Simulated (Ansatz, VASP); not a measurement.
One calculation of Pd, two programs

```
Pd
1.0
     0.00000    2.96489    2.96489
     2.96489    0.00000    2.96489
     2.96489    2.96489    0.00000
Pd
2
Cartesian
  0.7412 0.7412 0.7412
  5.1886 5.1886 5.1886
```

Alike in both runs: task single point; functional BLYP; k mesh 10 × 10 × 10; occupations fermi-dirac, width 0.05 eV; collinear spin.

|  | VASP | Ansatz |
| --- | --- | --- |
| version | VASP 6.6.1 | Ansatz 0.2.0 |
| potentials or method | VASP PAW PBE potentials, release 64 (Pd) | plane waves (420 eV) with PAW, scalar-relativistic |
| plane-wave cutoff (eV) | 520 | 420 |
| valence electrons in the cell | 20 | 36 |

|  | VASP | Ansatz | Ansatz less VASP |
| --- | --- | --- | --- |
| pressure (GPa) | 0.0 | 0.0 | -0.04 |
| net moment per atom (μB) | 0.44 | 0.44 | +0.001 |
| size of the moment on the site where the two differ most (μB) | 0.43 | 0.43 | -0.001 |

Site moments also hang on the region over which each program counts them. The two sets of potentials don't hold the same shells in valence.

Caveats: the PAW data sets were made with another functional, which shifts forces and pressure a little (VASP).
